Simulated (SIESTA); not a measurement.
Runs of SIESTA 5.4.2 on CsBr. The structure is cubic, space group Pm-3m (No. 221). The conventional cell has a = 4.326 Å, b = 4.326 Å, c = 4.326 Å, α = 90.00°, β = 90.00°, γ = 90.00°. Cs (site symmetry m-3m) has 8 Br at 3.75 Å as nearest neighbours. Br (site symmetry m-3m) is surrounded by 8 Cs at 3.75 Å. The cell comes from a database or a generator and needn't be the stable form of this composition.

```csv
task,level,potentials or basis,cell,gap on the mesh (eV),pressure (GPa)
single point,PBE,"PseudoDojo 0.4 standard (PBE files), DZP (energy shift 0.003 Ry; two zetas on semicore shells; d shell added on Cs)","atoms moved at random, drawn with an rms of 0.05 Å",4.48,0.4
single point,PBE,"PseudoDojo 0.4 standard (PBE files), DZP (energy shift 0.003 Ry; two zetas on semicore shells; d shell added on Cs)",as given,4.48,0.4
band structure,LDA,"PseudoDojo 0.4 standard (LDA files), DZP (energy shift 0.003 Ry; two zetas on semicore shells; d shell added on Cs)",as given,4.10,-2.2
band structure,PBEsol,"PseudoDojo 0.4 standard (PBEsol files), DZP (energy shift 0.003 Ry; two zetas on semicore shells; d shell added on Cs)",as given,(a),-1.0
band structure,PBE,"PseudoDojo 0.4 standard (PBE files), DZP (energy shift 0.003 Ry; two zetas on semicore shells; d shell added on Cs)",as given,4.48,0.4
```

Alike in all rows: no spin polarisation; k mesh 6 × 6 × 6; smearing fermi-dirac 0.05 eV; grid cutoff 500 Ry; energy shift 0.003 Ry.

**Question.** Estimate the missing entries.

**Answer.** (a) 4.31.

Caveats: spin-orbit coupling is left out, which moves the levels of the heavy elements; the basis of atomic orbitals isn't converged, which shifts pressures, moduli and gaps.

A k mesh can miss the band edges, and the runs leave out spin-orbit coupling on Br, Cs.
